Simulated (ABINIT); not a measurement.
The system is NiO.

```xyz
2
Lattice="0.0000 2.0859 2.0859 2.0859 0.0000 2.0859 2.0859 2.0859 0.0000" Properties=species:S:1:pos:R:3 pbc="T T T"
Ni    0.0000    0.0000    0.0000
O     2.0859    2.0859    2.0859
```

Base run:

```yaml
Program: ABINIT 10.8.3 (patched build)
Functional: WC
Potentials_or_basis: JTH PAW PBE v2.0
Cutoff: 1333 eV
k_mesh: 9 × 9 × 9
Occupations: fermi-dirac, width 0.05 eV
Spin: collinear spin, ferromagnetic start
Starting_moments: "[1.0, 0.0] μB"
```

Its results: band gap on the k mesh none (metal or under the smearing width); pressure -11.4 GPa; net moment 0.00 μB per cell.

**Question.** The run is repeated on the same cell with these changes: functional from WC to AM05. What comes out?

**Answer.** Band gap on the k mesh none (metal or under the smearing width); pressure -11.4 GPa; net moment 0.44 μB per cell; site moments Ni +0.36; O +0.06 μB.

Caveats: small starting moments can end in a higher magnetic state in this program; the PAW data sets were made with another functional, which shifts forces and pressure a little; semilocal functionals often make such compounds metallic where correlation or magnetic order opens a gap, which also shifts bond lengths; a cell with one magnetic atom can't hold antiferromagnetic order, which such compounds often take (some runs).
